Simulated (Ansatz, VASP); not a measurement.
# Two plane-wave programs on CuO

```
Cu O
1.0
     3.19653    0.00000    0.00000
     0.00000    3.19653    0.00000
     0.00000    0.00000    4.68032
Cu O
2 2
Direct
  0.00000 0.00000 0.00000
  0.50000 0.50000 0.00000
  0.50000 0.00000 0.26700
  0.00000 0.50000 0.73300
```

The cell was built by a generator and needn't be a form met in nature.

Alike in both runs: task single point; functional PBE; k mesh 8 × 8 × 6; occupations fermi-dirac, width 0.05 eV; no spin polarisation.

```csv
,VASP,Ansatz
version,VASP 6.6.1,Ansatz 0.2.0
potentials or method,"VASP PAW PBE potentials, release 64 (Cu, O)",Ansatz PAW
plane-wave cutoff (eV),520,420
valence electrons in the cell,34,50
```

VASP gave:

```
gap on the k mesh at the Fermi level (eV)       : none
pressure (GPa)                                  : 13.9
largest component of the traceless stress (GPa) : 23.70
rms of the force components (eV/Å)              : 0.430
```

Q: Estimate Ansatz's values.

A: gap on the k mesh at the Fermi level (eV): none; pressure (GPa): 13.3; largest component of the traceless stress (GPa): 23.54; rms of the force components (eV/Å): 0.462.

Atom by atom the forces differ by 0.032 eV/Å (rms over components). A gap of «none» marks a metal or a gap that the smearing closes. With one functional, cell and mesh, what is left measures potentials, basis and numerics. The two sets of potentials don't hold the same shells in valence.

Caveats: the run has no spin polarisation, though such a crystal can be magnetic; semilocal functionals often make such compounds metallic where correlation or magnetic order opens a gap, which also shifts bond lengths; forces of over 1 eV/Å show positions far from the minimum, so gaps and moduli don't describe the material at rest; the pressure holds a Pulay correction of +0.6 GPa for the finite cutoff (Ansatz).
